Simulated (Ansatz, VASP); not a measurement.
Ru: VASP beside Ansatz

Contents of INCAR:

```
ALGO     = Normal         # electronic algorithm
EDIFF    = 1E-6           # SCF threshold, eV
ENCUT    = 520            # plane-wave cutoff, eV
GGA      = PE             # functional
ISIF     = 2              # what is computed and relaxed
ISMEAR   = 0              # smearing method
LASPH    = T              # aspherical terms in the spheres
LCHARG   = F              # write CHGCAR
LREAL    = F              # projectors in reciprocal space
LWAVE    = F              # write WAVECAR
NBANDS   = 13             # bands
NELM     = 100            # most SCF steps
PREC     = Accurate       # precision mode
SIGMA    = 0.15           # smearing width, eV
```

File KPOINTS:

```
k-points
0
Gamma
  20 20 20
```

Contents of POSCAR:

```
Ru
1.0
   -0.1000169121      1.7836349318      1.7836349318
    1.7836349318     -0.1000169121      1.7836349318
    1.7836349318      1.7836349318     -0.1000169121
Ru
1
Direct
    0.0000000000      0.0000000000      0.0000000000
```

Input for Ansatz:

```yaml
crystal:
  lattice:
    - [-0.1000169121, 1.7836349318, 1.7836349318]
    - [1.7836349318, -0.1000169121, 1.7836349318]
    - [1.7836349318, 1.7836349318, -0.1000169121]
  atoms:
    - { symbol: Ru, position: [0.0, 0.0, 0.0] }
basis:
  ecutwfc: 420
kpoints:
  mp_grid: { grid: [20, 20, 20] }
hamiltonian:
  xc: pbe
scf:
  occupations: { method: gaussian, width: 0.15 }
output:
  forces: true
  stress: true
  eigenvalues: true
  write_density: true
  write_potential: true
  elf: true
  volumetric_format: npy
```

Change from the starting cell: equal engineering shear yz, xz and xy -0.0525, equal normal strain along x, y and z -0.0375.

Alike in both runs: task single point; functional PBE; k mesh 20 × 20 × 20; occupations gaussian, width 0.15 eV; no spin polarisation.

```csv
,VASP,Ansatz
version,VASP 6.6.1,Ansatz 0.2.0
potentials or method,"VASP PAW PBE potentials, release 64 (Ru_pv)","scalar-relativistic, plane waves, PAW"
plane-wave cutoff (eV),520,420
valence electrons in the cell,14,16
```

|  | VASP | Ansatz | Ansatz less VASP |
| --- | --- | --- | --- |
| gap on the k mesh at the Fermi level (eV) | none | none | - |
| pressure (GPa) | 51.2 | 51.1 | -0.07 |
| largest component of the traceless stress (GPa) | 19.27 | 19.24 | -0.027 |

A gap of «none» marks a metal or a gap that the smearing closes. The functional is the same, so the differences come from potentials, cutoffs and numerics. The two sets of potentials don't hold the same shells in valence.

Caveats: so large a pressure means that the cell lies far from this level's equilibrium, or that cutoff or potentials fall short (VASP).
